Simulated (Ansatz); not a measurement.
NaH built on the rocksalt prototype (r2SCAN geometry), in Ansatz:

```yaml
crystal:
  lattice:
    - [0.00000, 2.39751, 2.39751]
    - [2.39751, 0.00000, 2.39751]
    - [2.39751, 2.39751, 0.00000]
  atoms:
    - { symbol: Na, position: [0.00000, 0.00000, 0.00000] }
    - { symbol: H, position: [0.50000, 0.50000, 0.50000] }
```

G0W0@PBE with 103 empty bands, a screening cutoff of 140 eV and a 4×4×4 mesh (PAW, contour deformation) gives 5.981 eV over the mesh points, from a PBE gap of 3.803 eV; it sums over 108 bands with 113 plane waves in the screening and a wave cutoff of 420 eV. The G0W0 figures hold for the stated bands, cutoff and mesh and aren't extrapolated. No spin polarisation and no zero-point or thermal motion.

(1) Another run gave a Kohn-Sham gap of 3.803 eV and a G0W0 gap of 5.962 eV, summing over 108 bands with 113 plane waves in the screening and a wave cutoff of 1197 eV. What was changed?

(2) Estimate the gap with empty bands 44, screening cutoff 80 eV.

(3) Estimate the gap with frequency model Godby-Needs pole.

(4) Estimate the gap with empty bands 190, screening cutoff 210 eV.

Results:

(1) Potentials of the kind norm-conserving. The wave cutoff gives it away.

(2) 5.869 eV (-0.112 eV), from a Kohn-Sham gap of 3.803 eV.

(3) 6.011 eV (+0.030 eV), from a Kohn-Sham gap of 3.803 eV.

(4) 6.036 eV (+0.055 eV), from a Kohn-Sham gap of 3.803 eV.
